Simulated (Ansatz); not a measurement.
# CsSnBr3: the cost of one run

Method: DFT PBE, scalar-relativistic, plane waves, PAW, in Ansatz 0.2.0.

**1. Starting point**

Symmetry: Pm-3m, No. 221, cubic system. The conventional cell has a = 5.839 Å, b = 5.839 Å, c = 5.839 Å, α = 90.00°, β = 90.00°, γ = 90.00°. Cs (site symmetry m-3m) has 12 Br at 4.13 Å as nearest neighbours. Sn (site symmetry m-3m) is surrounded by 6 Br at 2.92 Å. Br (site symmetry 4/mmm) has 2 Sn at 2.92 Å and 4 Cs at 4.13 Å as nearest neighbours.

Structure file:

```
CELL_PARAMETERS angstrom
5.83901 0.00000 0.00000
0.00000 5.83901 0.00000
0.00000 0.00000 5.83901
ATOMIC_POSITIONS crystal
Cs 0.00000 0.00000 0.00000
Sn 0.50000 0.50000 0.50000
Br 0.50000 0.00000 0.50000
Br 0.50000 0.50000 0.00000
Br 0.00000 0.50000 0.50000
```

It goes back to an entry of the Materials Project.

The cell is taken as given, not relaxed at this level.

**2. The scan: biaxial against axial strain**

The cell is strained by p along both x and y and by q along z, with fractional coordinates fixed.

**3. At p = -0.080, q = -0.080**

File input.yaml:

```yaml
crystal:
  lattice:
    - [5.3718851612, 0.0, 0.0]
    - [0.0, 5.3718851612, 0.0]
    - [0.0, 0.0, 5.3718851612]
  atoms:
    - { symbol: Cs, position: [0.0, 0.0, 0.0] }
    - { symbol: Sn, position: [0.5, 0.5, 0.5] }
    - { symbol: Br, position: [0.5, 0.0, 0.5] }
    - { symbol: Br, position: [0.5, 0.5, 0.0] }
    - { symbol: Br, position: [0.0, 0.5, 0.5] }
basis:
  ecutwfc: 420
kpoints:
  mp_grid: { grid: [6, 6, 6] }
hamiltonian:
  xc: pbe
scf:
  occupations: { method: gaussian, width: 0.05 }
output:
  forces: true
  stress: true
  eigenvalues: true
```

**Question.** How long does this run take on 1 thread of an Arm CPU, shared host, and how much memory does it need?

About 4.7 s, with a peak of 0.4 GiB.
